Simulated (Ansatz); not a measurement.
# ZrSe2: the gap from level to level

A database entry relaxed whole under r2SCAN at zero pressure (P-3m1, No. 164):

```
CELL_PARAMETERS angstrom
3.80918 0.00000 0.00000
-1.90459 3.29885 0.00000
0.00000 0.00000 6.40139
ATOMIC_POSITIONS crystal
Zr 0.00000 0.00000 0.00000
Se 0.33333 0.66667 0.24395
Se 0.66667 0.33333 0.75605
```

Its volume is 26.81 Å³ an atom, +4.0 % against the entry's 25.78, which is old or was flagged in a check.

Single points on this cell with plane-wave PAW DFT (Ansatz 0.2.0; r2SCAN 500 eV, hybrids 420 eV; fermi-dirac occupations of width 0.020 eV; no moments): r2SCAN on a 12×12×6 Γ-centred mesh; HSE06 on a 6×6×4 Γ-centred mesh; PBE0 on a 6×6×4 Γ-centred mesh.

Q: What does each level give for gap and charges?

A: The runs give:

```
 level  gap (eV), or kind  pressure (GPa)  Bader charge of Zr (e)  Bader charge of Se (e)
r2SCAN               0.76             0.0                   +2.04                   -1.02
 HSE06               1.11            -0.5                   +2.08                   -1.04
  PBE0               1.75            -0.5                   +2.09                   -1.05
```

Under r2SCAN the gap is 0.76 eV, over mesh and band path. HSE06 moves it by +0.35 eV and PBE0 by +0.98 eV; PBE0 keeps its exact exchange at long range, which widens the gap over HSE06's by 0.64 eV on their common mesh. The charge on Zr goes from +2.04 to +2.08 e under HSE06.

Caveats: the relaxation kept the start's symmetry; HSE06 is read on its mesh and at the zone's corners, PBE0 on its mesh alone; hybrid pressures are good to a few tenths of a GPa; no spin-orbit coupling, which narrows gaps of heavier elements; no dispersion correction, so weakly bound layers or chains stand too far apart and gaps read wide; pressure is positive in compression.
